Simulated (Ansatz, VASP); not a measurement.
TiO2 (Rutile) in VASP and in Ansatz

```xyz
6
Lattice="4.5922 0.0000 0.0000 0.0000 4.5922 0.0000 0.0000 0.0000 2.9574" Properties=species:S:1:pos:R:3 pbc="T T T"
Ti    0.0000    0.0000    0.0000
Ti    2.2961    2.2961    1.4787
O     1.3970    1.3970    0.0000
O     0.8991    3.6931    1.4787
O     3.1952    3.1952    0.0000
O     3.6931    0.8991    1.4787
```

Alike in both runs: functional PBE; k mesh 7 × 7 × 10; occupations fermi-dirac, width 0.02 eV; no spin polarisation.

Ansatz relaxed the structure, and its values are those at the end. VASP's run is a single point on that final structure, the one shown.

|  | VASP | Ansatz |
| --- | --- | --- |
| version | VASP 6.6.1 | Ansatz 0.2.0 |
| potentials or method | VASP PAW PBE potentials, release 64 (Ti_sv, O) | plane-wave PAW, scalar-relativistic |
| plane-wave cutoff (eV) | 520 | 420 |
| valence electrons in the cell | 48 | 48 |

VASP gave:

* gap on the k mesh at the Fermi level (eV): 1.84
* pressure (GPa): 5.8
* rms of the force components (eV/Å): 0.012

**Question.** Which values does Ansatz return?

**Answer.** gap on the k mesh at the Fermi level (eV): 1.87; pressure (GPa): 5.1; rms of the force components (eV/Å): 0.000.

With one functional, cell and mesh, what is left measures potentials, basis and numerics. Ansatz warned: «stress_scf_threshold_loose».

Caveats: an odd mesh through Γ misses points on the zone boundary, where band edges often lie.
